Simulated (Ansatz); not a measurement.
Sb, 1 atom in the cell. The structure is cubic, space group Pm-3m (No. 221). Conventional cell: a = 3.160 Å, b = 3.160 Å, c = 3.160 Å, α = 90.00°, β = 90.00°, γ = 90.00°. Sb (site symmetry m-3m) is surrounded by 6 Sb at 3.16 Å. This isn't the form of Sb at room conditions, which is rhombohedral.

```yaml
Program: Ansatz 0.2.0
Task: relaxation of cell and atoms
Functional: PBEsol
Dispersion: D3(BJ)
Potentials_or_basis: Ansatz PAW
Cutoff: "420 eV (not typed: the program's choice for these potentials)"
k_mesh: 8 × 8 × 8
Occupations: fermi-dirac, width 0.05 eV
Spin: no spin polarisation
```

Potentials or basis: Ansatz PAW.

Run with:

```sh
$ ansatz run input.yaml --threads 2 --pin off --max-ram 5632MiB --backend cpu --events-out ev --progress --plain --runs-dir out
```

Hardware: 2 threads of Arm Neoverse V1, with other jobs on the host.

Question: Estimate the wall time of this run.

Answer: It took 3.1 s on 2 threads of Arm Neoverse V1, with other jobs on the host, peak memory 0.28 GiB. Counts: scf iterations 23, plane waves 515, k points 35, bands 12, ion steps 5.
